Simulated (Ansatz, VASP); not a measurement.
## One calculation of Sc, two programs

The input INCAR:

```
PREC     = Accurate       # precision mode
ENCUT    = 600            # plane-wave cutoff, eV
EDIFF    = 1E-6           # SCF threshold, eV
ISMEAR   = 0              # smearing method
SIGMA    = 0.1            # smearing width, eV
LREAL    = False          # projectors in reciprocal space
LASPH    = True           # aspherical terms in the spheres
NELM     = 100            # most SCF steps
ALGO     = Normal         # electronic algorithm
ISIF     = 3              # what is computed and relaxed
LWAVE    = False          # write WAVECAR
LCHARG   = False          # write CHGCAR
GGA      = PE             # functional
IBRION   = 2              # ionic algorithm
NSW      = 100            # ionic steps
EDIFFG   = -0.01          # ionic threshold
```

File KPOINTS:

```
regular mesh
0
Gamma
  9 9 8
```

The input POSCAR:

```
Sc
1.0
    6.0548126932      0.0000000000      0.0000000000
   -3.0274063466      5.2436216075      0.0000000000
    0.0000000000      0.0000000000      5.4410287403
Sc
5
Direct
    0.0000000000      0.5000000000      0.0000000000
    0.5000000000      0.0000000000      0.0000000000
    0.5000000000      0.5000000000      0.0000000000
    0.3333333333      0.6666666667      0.5000000000
    0.6666666667      0.3333333333      0.5000000000
```

Input for Ansatz:

```yaml
crystal:
  lattice:
    - [6.0548126932, 0.0, 0.0]
    - [-3.0274063466, 5.2436216075, 0.0]
    - [0.0, 0.0, 5.4410287403]
  atoms:
    - { symbol: Sc, position: [0.0, 0.5, 0.0] }
    - { symbol: Sc, position: [0.5, 0.0, 0.0] }
    - { symbol: Sc, position: [0.5, 0.5, 0.0] }
    - { symbol: Sc, position: [0.3333333333, 0.6666666667, 0.5] }
    - { symbol: Sc, position: [0.6666666667, 0.3333333333, 0.5] }
basis:
  ecutwfc: 420
kpoints:
  mp_grid: { grid: [9, 9, 8] }
hamiltonian:
  xc: pbe
scf:
  occupations: { method: gaussian, width: 0.1 }
output:
  forces: true
  stress: true
  eigenvalues: true
relax:
  adjacent_minimum: "off"
  f_tol: 0.01
  max_steps: 80
  cell: { stress_tol: 0.05 }
```

Alike in both runs: task relaxation of cell and atoms; functional PBE; k mesh 9 × 9 × 8; occupations gaussian, width 0.1 eV; no spin polarisation.

|  | VASP | Ansatz |
| --- | --- | --- |
| version | VASP 6.6.1 | Ansatz 0.2.0 |
| potentials or method | VASP PAW PBE potentials, release 64 (Sc_sv) | scalar-relativistic, plane waves, PAW |
| plane-wave cutoff (eV) | 600 | 420 |
| valence electrons in the cell | 55 | 55 |

```tsv
	VASP	Ansatz	Ansatz less VASP
gap on the k mesh at the Fermi level, each at its own relaxed structure (eV)	none	none	-
relaxed volume (Å³/atom)	34.50	34.47	-0.035
relaxed cell length with the largest relative difference (Å)	5.457	5.450	-0.0071
```

A gap of «none» marks a metal or a gap that the smearing closes.
